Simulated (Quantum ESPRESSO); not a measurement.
**SnSe: density of states with revPBE+D3(BJ)**

SnSe:

```
CELL_PARAMETERS angstrom
11.42000 0.00000 0.00000
0.00000 4.19000 0.00000
0.00000 0.00000 4.46000
ATOMIC_POSITIONS crystal
Sn 0.12300 0.25000 0.09100
Sn 0.37700 0.75000 0.59100
Sn 0.87700 0.75000 0.90900
Sn 0.62300 0.25000 0.40900
Se 0.35700 0.25000 0.01600
Se 0.14300 0.75000 0.51600
Se 0.64300 0.75000 0.98400
Se 0.85700 0.25000 0.48400
```

| Quantity | Value |
| --- | --- |
| Program | Quantum ESPRESSO 7.5 |
| Task | density of states |
| Functional | revPBE |
| Dispersion | D3(BJ) |
| Potentials or basis | JTH 2.0 PBE |
| Cutoff | 490 eV |
| Density cutoff | 2939 eV |
| k mesh | 3 × 5 × 5 |
| Occupations | fermi-dirac, width 0.025 eV |
| Spin | no spin polarisation |
| Mixing beta | 0.5 |
| Most SCF iterations | 120 |
| SCF threshold | 1.6e-09 Ry |
| Dos occupations | tetrahedra_opt |

- Pressure: -0.7 GPa
- Largest force: 0.345 eV/Å
- Band gap on the k mesh: 0.90 eV, indirect (least direct gap 1.08 eV)

Forces on the atoms (eV/Å):
```
Sn  -0.345  0.000  0.009
Sn   0.345  0.000  0.009
Sn   0.345  0.000 -0.009
Sn  -0.345  0.000 -0.009
Se   0.250  0.000 -0.030
Se  -0.250  0.000 -0.030
Se  -0.250  0.000  0.030
Se   0.250  0.000  0.030
```

Stress tensor (GPa, compression positive):
```
 1.10  0.00  0.00
 0.00 -1.54  0.00
 0.00  0.00 -1.69
```

Levels at points of the mesh, in eV from the valence-band top:
| k point | band 37 | band 38 | band 39 | band 40 | band 41 | band 42 | band 43 | band 44 |
| --- | --- | --- | --- | --- | --- | --- | --- | --- |
| (0.00, 0.00, 0.00) | -1.48 | -1.10 | -0.70 | -0.48 | 0.90 | 3.08 | 3.16 | 3.18 |

States per cell in windows of 0.5 eV (zero at the valence-band top; states under -8 eV left out):
```
from (eV)  total
     -8.0   1.03
     -7.5   2.05
     -7.0   2.57
     -6.5   1.53
     -6.0   0.52
     -5.5   0.27
     -5.0   0.68
     -4.5   1.83
     -4.0   2.16
     -3.5   2.91
     -3.0   2.91
     -2.5   3.09
     -2.0   3.48
     -1.5   2.65
     -1.0   3.28
     -0.5   1.03
      0.0   0.00
      0.5   0.07
      1.0   1.39
      1.5   2.42
      2.0   2.34
      2.5   2.77
      3.0   3.41
      3.5   2.39
      4.0   2.44
      4.5   3.01
      5.0   2.53
      5.5   1.01
      6.0   0.24
      6.5   0.00
      7.0   0.00
      7.5   0.00
```

It took 4.8 min on 1 thread of AMD EPYC 9B14 (Zen 4) (shared host), peak memory 0.4 GiB.

The gap isn't set beside the measured one, since this odd mesh misses points on the zone boundary.

Caveat: the potentials were made for another functional, which shifts forces and pressure; the cutoff is low for these files, which shifts pressure and relaxed volume; spin-orbit coupling is left out, which moves the levels of the heavy elements; an odd mesh through Γ misses points on the zone boundary, where band edges often lie.
